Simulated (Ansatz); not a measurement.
CdS (Greenockite), computed twice by G0W0.

```
Cd S
1.0
     4.13700    0.00000    0.00000
    -2.06850    3.58275    0.00000
     0.00000    0.00000    6.71440
Cd S
2 2
Direct
  0.66667 0.33333 0.00000
  0.33333 0.66667 0.50000
  0.66667 0.33333 0.37500
  0.33333 0.66667 0.87500
```

The cell and positions come from the Crystallography Open Database and are kept as given unless a step says otherwise.

The first (Ansatz 0.2.0; start PBE, 12×12×4 mesh, 415 empty bands, screening to 150 eV, hard PAW files; 1 × NVIDIA H100 80GB HBM3 (shared by 3 runs) with 4 threads of AMD EPYC 7R13 (Zen 3), shared host) gave, on its mesh: starting gap 1.22 eV, G0W0 gap 2.05 eV, RPA ε∞ (mean) 5.80, 5 min.

Q: The second changes mesh from 12×12×4 to 12×12×6. What does it give?

It gave: starting gap 1.22 eV, G0W0 gap 2.05 eV, RPA ε∞ (mean) 5.73, 12 min. The G0W0 gap moves by +0.003 eV, +0.00 eV from the start and +0.003 eV from the correction. Σc changes by +0.01 eV at the valence top and +0.01 eV at the conduction bottom, and Σx − Vxc between them by −0.001 eV.

Limits: not at the basis limit; no spin-orbit coupling.

[Paths, hosts, dates, memory and timing lines, banners, echoed tables and standing remarks are left out of the program output.]

[Logs are printed without paths, hosts, clocks, repeated set-up lines and the standing remarks that a program may print on its own settings, such as how far it seeks lower states.]

[Runs of the session that timed out or met a known fault of the program may be left out.]

[Cells called generated may have been cut or substituted from an entry of the Crystallography Open Database or the Materials Project.]

[Hosts, paths, dates, database ids (printed as entryN), source tags and the programs' standing remarks are cut or masked in the printed files.]
